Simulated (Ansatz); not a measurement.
System: cubic perovskite BaSnO3. Method: PBEsol+SOC (plane waves, PAW; Ansatz, a first-principles code).

The input as run:

Ansatz 0.2 input:
```yaml
crystal:
  lattice:
    - [4.0661039254, 0.0, 0.0]
    - [0.0, 4.0661039254, 0.0]
    - [0.0, 0.0, 4.0661039254]
  atoms:
    - { symbol: Ba, position: [0.0, 0.0, 0.0] }
    - { symbol: Sn, position: [0.5, 0.5, 0.5] }
    - { symbol: O, position: [0.5, 0.0, 0.5] }
    - { symbol: O, position: [0.0, 0.5, 0.5] }
    - { symbol: O, position: [0.5, 0.5, 0.0] }
basis:
  ecutwfc: 520
  ecutrho_ratio: 4
  xc_grid: 2
kpoints:
  mp_grid: { grid: [8, 8, 8] }
hamiltonian:
  xc: pbesol
  dispersion: none
  pseudopotentials: { kind: paw }
scf:
  occupations: { method: fermi_dirac, width: 0.01 }
  convergence: { dr2_threshold: 0.0000000005 }
output:
  forces: true
  stress: true
  eigenvalues: true
magnetization:
  noncollinear: true
  spin_orbit: true
```

Problem. How many irreducible k-points, plane waves at Γ does the program set up, and what pressure does the run end with?

Solution. 35 irreducible k-points, 1839 plane waves at Γ; P = 6.82 GPa, so the cell is compressed on average and its volume would grow at this level.

Excerpt of the program's output:

```
Crystal: 5 atoms, lattice volume = 67.226 Å³
Basis set: ecut = 520 eV, 1839 PW (Γ), exchange–correlation on 64×64×64 points (8 copies of the dense FFT grid, shifted against one another)
Bands: 52, of which v1, the nominal top of the filled ones, is band 42 counted from 1 (41 counted from 0)
Symmetry: 48 space group operations + 48 with time reversal
k-points: 35 of 512
Initial density: superposition of atomic densities (chi_scale 0.1, normalization cell, long waves kept (reshape's long-wave potential 0.00 eV rms))
Functional: x = pbesol(κ = 0.804, μ = 0.12345679012345678), c = pbesol(β = 0.046)
spin=Noncollinear: Resta preconditioning applied to the charge; magnetization (m_x, m_y, m_z) channels mix plain (no charge-response kernel on spin).
SCF 1 converged in 9 iterations: F = -13505.443692 eV  dr2 = 3.09e-11
SCF converged after 9 iterations
Free energy (F): -13505.443692 eV
Internal energy: -13505.443692 eV  (E = F + TS)
E sigma→0 (E₀):  -13505.443692 eV
Fermi energy:    11.336152 eV
--- Forces (eV/Å), atoms counted from 1 ---
  atom   1  Ba    -0.00000000     0.00000000    -0.00000000
  atom   2  Sn     0.00000000    -0.00000000    -0.00000000
  atom   3  O      0.00000000    -0.00000000     0.00000000
  atom   4  O      0.00000000    -0.00000000    -0.00000000
  atom   5  O     -0.00000000     0.00000000    -0.00000000
--- Stress (GPa, compression-positive) ---
        6.817576       0.000000       0.000000
       -0.000000       6.817576       0.000000
        0.000000       0.000000       6.817576
  P = ⅓ Tr σ = 6.8176 GPa (68.176 kbar)
```

The cell is one volume of an energy–volume scan, off the minimum.

The PAW data were made under PBE.

Cost on a shared machine: roughly 30 core-seconds.
